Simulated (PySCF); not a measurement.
Predicted spectroscopic data

- B3LYP/pcJ-1 coupling constants (spin–dipole term left out of most H,H and C,H couplings)
- NMR shieldings at PBE0/pcSseg-1/GIAO
- coordinates at the GFN2-xTB level
- run in PySCF
- a single conformation, no relativistic terms, in vacuum, equivalent nuclei averaged

Chemical shifts δ = σref − σ; $^{1}$H and $^{13}$C vs TMS, all at this level. Multiplet labels drop J under 1 Hz and among equivalent protons, and merge close values. Unscaled 3J(H,H) run several per cent high. Splittings of carbon signals by F and P are missing where no couplings were computed. Where no couplings were computed, multiplicities follow the n + 1 count of equivalent neighbours, and m marks all less simple cases (inequivalent or close neighbours, rings, F or P nearby). Shifts are as computed. Against solution values, carbons near 30 ppm lie about +3 ppm off and those near 130 ppm about +5 ppm. Of 1211 compounds with measured shifts, 218 miss one by over three times the rms of a fit or turn the order of signals round; such compounds aren't used in these exercises.

Compound 1 (C3H6F4OSi). $^{1}$H NMR (600 MHz, computed): δ 5.22 (m, 1H), 5.08 (m, 1H), 4.86 (m, 1H), 3.98 (s, 3H). $^{13}$C{$^{1}$H} NMR (computed): δ 133.4, 91.8, 55.1. Structure: `FC([C@@H]([SiH2]OC)F)(F)F`.

Compound 2 (C4H6O). $^{1}$H NMR (600 MHz, computed): δ 6.39 (m, 1H), 6.36 (m, 1H), 6.28 (m, 1H), 2.33 (s, 3H). $^{13}$C{$^{1}$H} NMR (computed): δ 201.6 (C), 147.0 (CH), 135.8 (CH2), 26.7 (CH3). Structure: methyl vinyl ketone.
